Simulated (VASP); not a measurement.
MgS: single point with PBE

Crystal: MgS.

```
S Mg
1.0
     0.00000    2.83312    2.83312
     2.83312    0.00000    2.83312
     2.83312    2.83312    0.00000
S Mg
1 1
Direct
  0.25779 0.24666 0.25028
  0.98714 0.01107 0.00340
```

The cell comes from a database or a generator and needn't be the stable form of this composition.

The cell isn't the ideal one: atoms moved at random, drawn with an rms of 0.05 Å.

```
Program             : VASP 6.6.1
Task                : single point
Functional          : PBE
Potentials or basis : VASP PAW PBE potentials, release 64 (S, Mg)
Cutoff              : 520 eV
k mesh              : 8 × 8 × 8
Occupations         : fermi-dirac, width 0.05 eV
Spin                : no spin polarisation
```

* Pressure: 0.9 GPa
* Largest force: 0.444 eV/Å
* Band gap on the k mesh: 3.37 eV, direct

Forces in eV/Å, atoms in the order of the input:
```
S    0.296 -0.296 -0.148
Mg  -0.296  0.296  0.148
```

Stress tensor (GPa, compression positive):
```
 0.90 -0.52 -1.12
-0.52  0.90  1.12
-1.12  1.12  0.98
```

Levels at points of the mesh, in eV from the valence-band top:
```tsv
k point	band 2	band 3	band 4	band 5	band 6	band 7
(0.00, 0.00, 0.00)	-0.18	-0.05	0.00	3.37	7.86	7.86
(0.50, 0.00, 0.00)	-3.27	-0.38	-0.33	5.04	7.58	7.63
(0.00, 0.50, 0.00)	-3.14	-0.49	-0.38	5.02	7.47	7.59
(0.00, 0.00, 0.50)	-3.18	-0.48	-0.34	5.02	7.48	7.63
(0.50, 0.50, 0.50)	-3.18	-0.48	-0.34	5.02	7.48	7.63
(0.50, 0.50, 0.00)	-2.88	-1.12	-1.09	3.81	5.56	11.04
(0.00, 0.50, 0.50)	-2.88	-1.15	-1.06	3.81	5.57	11.05
(0.50, 0.00, 0.50)	-2.88	-1.15	-1.06	3.81	5.57	11.05
```

Wall time 63 s on 1 thread of Intel(R) Xeon(R) Platinum 8559C (Emerald Rapids) (shared host), peak memory 0.27 GiB.

A k mesh can miss the band edges.
